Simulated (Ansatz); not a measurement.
A run of Ansatz 0.2.0 is set up as follows.

input.yaml

```yaml
crystal:
  lattice:
    - [2.5340966698, 0.0, 0.0]
    - [-1.2670483349, 2.1945920917, 0.0]
    - [0.0, 0.0, 4.112571]
  atoms:
    - { symbol: Cu, position: [0.6666666667, 0.3333333333, 0.75] }
    - { symbol: Cu, position: [0.3333333333, 0.6666666667, 0.25] }
kpoints:
  mp_grid: { grid: [12, 12, 7] }
  band_path:
    path:
      - [0.0, 0.0, 0.0]
      - [0.5, 0.0, 0.0]
      - [0.3333333333, 0.3333333333, 0.0]
      - [0.0, 0.0, 0.0]
      - [0.0, 0.0, 0.5]
      - [0.5, 0.0, 0.5]
      - [0.3333333333, 0.3333333333, 0.5]
      - [0.0, 0.0, 0.5]
    npoints: 8
scf:
  occupations: { method: fermi_dirac, width: 0.05 }
hamiltonian:
  xc: pbesol
  pseudopotentials: { kind: all_electron, lapw: { basis_error: 0.001 } }
output:
  forces: true
  stress: true
  eigenvalues: true
```

Potentials or basis: all-electron LAPW, scalar-relativistic.

The run is started by

```console
$ ansatz run input.yaml --threads 1 --pin off --max-ram 3072MiB --backend cpu --events-out ev --progress --plain --runs-dir out
```

Predict the pressure.

-1.4 GPa.

Estimate the band gap along the path.

none (metal or under the smearing width).

Stress tensor (GPa, compression positive):
```
-1.57  0.00  0.00
 0.00 -1.57  0.00
 0.00  0.00 -1.14
```
